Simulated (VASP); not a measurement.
Set up this calculation in VASP 6.6.1, as the native input.

| Item | Value |
| --- | --- |
| Task | single point |
| Functional | PBE |
| Potentials or basis | VASP PAW PBE potentials, release 64 (Ca_sv_GW, O_GW) |
| Cutoff | 450 eV |
| k mesh | 5 × 5 × 5 |
| Occupations | gaussian, width 0.02 eV |
| Spin | no spin polarisation |
| Further INCAR settings | ALGO = Fast; EDIFF = 1e-06 |

The structure of CaO lies in POSCAR:

```
CaO
1.0
   -1.6676340000      1.6676340000      8.5134920000
    1.6676340000     -1.6676340000      8.5134920000
    1.6676340000      1.6676340000     -8.5134920000
Ca O
2 2
Direct
    0.6795970000      0.6795970000      0.0000000000
    0.3204030000      0.3204030000      0.0000000000
    0.8181860000      0.8181860000      0.0000000000
    0.1818140000      0.1818140000      0.0000000000
```

The cell comes from a database or a generator and needn't be the stable form of this composition.

These files were run (other wordings do the same):

INCAR

```
SYSTEM = CaO
  PREC = Accurate
  ENCUT = 450
  EDIFF = 1E-6
  ISMEAR = 0
  SIGMA = 0.02
  LREAL = .False.
  LASPH = .True.
  NELM = 80
  ALGO = Fast
  ISIF = 2
  LWAVE = .False.
  LCHARG = .False.
  GGA = PE
```

KPOINTS

```
Automatic mesh
0
Gamma
  5 5 5
  0 0 0
```

Potentials or basis: VASP PAW PBE potentials, release 64 (Ca_sv_GW, O_GW).

Run with:

```bash
$ cat potpaw_PBE.64/Ca_sv_GW/POTCAR potpaw_PBE.64/O_GW/POTCAR > POTCAR
$ mpirun -np 1 vasp_std > vasp.out
```

Results of the run:

* Largest force: 0.066 eV/Å
* Band gap on the k mesh: 2.09 eV, direct

Caveat: the k mesh is coarse (spacing up to 0.53 Å⁻¹), so the values aren't converged; an odd mesh through Γ misses points on the zone boundary, where band edges often lie.

Run time: 3.3 min on 1 thread of Intel(R) Xeon(R) 6975P-C (Granite Rapids) (shared host), peak memory 0.55 GiB.
